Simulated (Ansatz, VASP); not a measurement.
**One calculation of Ni, two programs**

File INCAR:

```
SYSTEM = Ni
  ALGO = Fast
  EDIFF = 1E-6
  ENCUT = 520
  GGA = PS
  ISIF = 2
  ISMEAR = -1
  ISPIN = 2
  LASPH = .TRUE.
  LCHARG = .TRUE.
  LELF = .TRUE.
  LMAXMIX = 4
  LORBIT = 11
  LREAL = .FALSE.
  LVHAR = .TRUE.
  LWAVE = .FALSE.
  MAGMOM = 1
  NBANDS = 15
  NELM = 150
  PREC = Accurate
  SIGMA = 0.05
```

Contents of KPOINTS:

```
k-points
0
G
  13 13 13
  0 0 0
```

POSCAR

```
Ni
1.0
    0.0000000000      1.7021023080      1.7021023080
    1.7021023080      0.0000000000      1.7021023080
    1.7021023080      1.7021023080      0.0000000000
Ni
1
Direct
    0.0000000000      0.0000000000      0.0000000000
```

The input input.yaml:

```yaml
crystal:
  lattice:
    - [0.0, 1.702102308, 1.702102308]
    - [1.702102308, 0.0, 1.702102308]
    - [1.702102308, 1.702102308, 0.0]
  atoms:
    - { symbol: Ni, position: [0.0, 0.0, 0.0], spin: 1.0 }
kpoints:
  mp_grid: { grid: [13, 13, 13] }
scf:
  occupations: { method: fermi_dirac, width: 0.05 }
hamiltonian:
  xc: pbesol
  pseudopotentials: { kind: all_electron, lapw: { basis_error: 0.001 } }
magnetization:
  spin_polarized: true
output:
  forces: true
  stress: true
  eigenvalues: true
```

Change from the starting cell: volume scaled by 0.94.

Alike in both runs: task single point; functional PBEsol; k mesh 13 × 13 × 13; occupations fermi-dirac, width 0.05 eV; collinear spin.

|  | VASP | Ansatz |
| --- | --- | --- |
| version | VASP 6.6.1 | Ansatz 0.2.0 |
| potentials or method | VASP PAW PBE potentials, release 64 (Ni) | all-electron LAPW, scalar-relativistic |
| plane-wave cutoff (eV) | 520 | see its input |

|  | VASP | Ansatz | Ansatz less VASP |
| --- | --- | --- | --- |
| gap on the k mesh at the Fermi level (eV) | none | none | - |
| pressure (GPa) | 13.2 | 13.4 | +0.21 |
| net moment per atom (μB) | 0.62 | 0.62 | +0.004 |
| size of the moment on the site where the two differ most (μB) | 0.62 | 0.65 | +0.024 |

Site moments also hang on the region over which each program counts them. A gap of «none» marks a metal or a gap that the smearing closes. Ansatz ran all-electron here, so the differences hold the error of VASP's frozen core and of both bases.

Caveats: the PAW data sets were made with another functional, which shifts forces and pressure a little (VASP).
